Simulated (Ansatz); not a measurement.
# Nb3C: competing structures

The calculation used DFT PBE, scalar-relativistic, plane waves, PAW in Ansatz. All cells share a 420 eV cutoff and Γ-centred k meshes spaced at most about 0.3 Å⁻¹ (about 0.25 or finer for metals, 2π included). Spin is collinear in cells that carry moments; the others ran without spin or lost their moments.

Formation energies are uncorrected and refer to the elements' standard structures at the same level.

Temperature and zero-point effects are left out. The comparison covers the computed candidates alone. The reference form of C is held partly by dispersion forces, which this level lacks. The magnetic state reached may not be the lowest.

Invented guesses were relaxed alike, and ends that match in structure, energy and magnetic state were merged. ΔE counts from the first row. Coordination counts Nb atoms around C (those within 1.25 times the shortest such distance or 1.15 times the sum of covalent radii; a plus sign parts nearer from farther groups; the shortest distance is added where it is long for a bond; a slash parts the counts of unlike sites). The ends were matched against large subsets of the Crystallography Open Database and the Materials Project, so a missing match doesn't prove that a structure is unreported.

| # | reached from | type and space group | atoms | Å³/atom | coordination | ΔE (meV/atom) | gap on mesh (eV) | moments | in databases |
| --- | --- | --- | --- | --- | --- | --- | --- | --- | --- |
| 1 | PrBr3 type (P6_3/m) | P6_3/m (No. 176) | 8 | 15.2 | C 9 | 0 | 0.00 | none | no match |
| 2 | NbIr3 type (Pm-3m) | Cu3Au (L1_2), Pm-3m (No. 221) | 4 | 14.6 | C 12 | 694 | 0.00 | none | no match |
| 3 | Pm3Al type (P6_3/mmc) | Ni3Sn (D0_19), P6_3/mmc (No. 194) | 8 | 14.7 | C 12 | 737 | 0.00 | none | no match |
| 4 | random cell | BiF3 (D0_3), Fm-3m (No. 225) | 4 | 14.9 | C 8+6 | 944 | 0.00 | none | no match |
| 5 | random cell | F-43m (No. 216) | 8 | 27.7 | C 4/20 from 4.0 Å | 3229 | 0.00 | opposed, unequal moments (Nb +2.7, C -1.4 μB) | no match |

The lowest: Space group P6_3/m (No. 176), hexagonal, a = 6.553 Å, c = 3.268 Å. Nb has 2 C at 2.39 Å, 1 C at 2.54 Å, 6 Nb at 2.72–2.85 Å, 2 Nb at 3.03 Å and 2 Nb at 3.27 Å; C is surrounded by 6 Nb at 2.39 Å and 3 Nb at 2.54 Å. Its energy over the elements is +0.03 eV/atom. The formation energy is too near zero to say whether this cell lies below the elements. An observed structure of this formula, if there is one, may be missing.

```
CELL_PARAMETERS angstrom
6.55275 0.00000 0.00000
-3.27638 5.67485 0.00000
0.00000 0.00000 3.26847
ATOMIC_POSITIONS crystal
Nb 0.30893 0.38864 0.25000
Nb 0.92029 0.30893 0.75000
Nb 0.61136 0.92029 0.25000
Nb 0.69107 0.61136 0.75000
Nb 0.07970 0.69107 0.25000
Nb 0.38864 0.07970 0.75000
C 0.66667 0.33333 0.25000
C 0.33333 0.66667 0.75000
```

The second: Space group Pm-3m (No. 221), cubic, a = 3.877 Å. Nb has 4 C at 2.74 Å and 8 Nb at 2.74 Å; C is surrounded by 12 Nb at 2.74 Å. Counting Nb atoms around C, the first has C 9 and the second has C 12. Cells relaxed within their symmetry can be saddle points. Some structure types and database cells were kept out of the candidates from the start, so a known form may be missing.
